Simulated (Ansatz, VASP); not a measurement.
Given: the input of a run of Ansatz 0.2.0 on BN.

File input.yaml:

```yaml
crystal:
  lattice:
    - [0.0, 1.7759905947, 1.7759905947]
    - [1.7759905947, 0.0, 1.7759905947]
    - [1.7759905947, 1.7759905947, 0.0]
  atoms:
    - { symbol: "N", position: [0.25, 0.25, 0.25] }
    - { symbol: B, position: [0.0, 0.0, 0.0] }
hamiltonian:
  xc: pbe
  pseudopotentials: { kind: paw }
kpoints:
  mp_grid: { grid: [13, 13, 13] }
scf:
  occupations: { method: fermi_dirac, width: 0.05 }
output:
  forces: true
  stress: true
  eigenvalues: true
```

Potentials or basis: Ansatz PAW.

The run is started by

```bash
$ ansatz run input.yaml --threads 1 --pin off --max-ram 3584MiB --backend cpu --events-out ev --progress --plain --runs-dir out
```

Question: Translate it to VASP 6.6.1. Potentials there: VASP PAW PBE potentials, release 64 (N, B).

Answer: As run (the cutoff follows the program's own potentials):

File INCAR:

```
PREC = Accurate
ENCUT = 520
EDIFF = 1E-7
ISMEAR = -1
SIGMA = 0.05
LREAL = F
LASPH = T
NELM = 100
ALGO = Normal
ISIF = 2
LWAVE = F
LCHARG = F
GGA = PE
NBANDS = 11
```

The input KPOINTS:

```
regular mesh
0
Gamma
  13 13 13
```

The input POSCAR:

```
BN
1.0
    0.0000000000      1.7759905947      1.7759905947
    1.7759905947      0.0000000000      1.7759905947
    1.7759905947      1.7759905947      0.0000000000
N B
1 1
Direct
    0.2500000000      0.2500000000      0.2500000000
    0.0000000000      0.0000000000      0.0000000000
```

Potentials or basis: VASP PAW PBE potentials, release 64 (N, B).

Command:

```sh
$ cat potpaw_PBE.64/N/POTCAR potpaw_PBE.64/B/POTCAR > POTCAR
$ mpirun -np 1 vasp_std > vasp.out
```

Both were run:

|  | VASP | Ansatz | Ansatz less VASP |
| --- | --- | --- | --- |
| gap on the k mesh at the Fermi level (eV) | 4.59 | 4.60 | +0.012 |
| least direct gap on the mesh (eV) | 9.07 | 9.08 | +0.011 |
| pressure (GPa) | 25.7 | 25.2 | -0.44 |

Caveats: an odd mesh through Γ misses points on the zone boundary, where band edges often lie (VASP); odd divisions of the mesh miss points on the zone boundary, where band edges often lie, so the gap on the mesh can be too wide (Ansatz); the pressure holds a Pulay correction of +1.1 GPa for the finite cutoff (Ansatz).
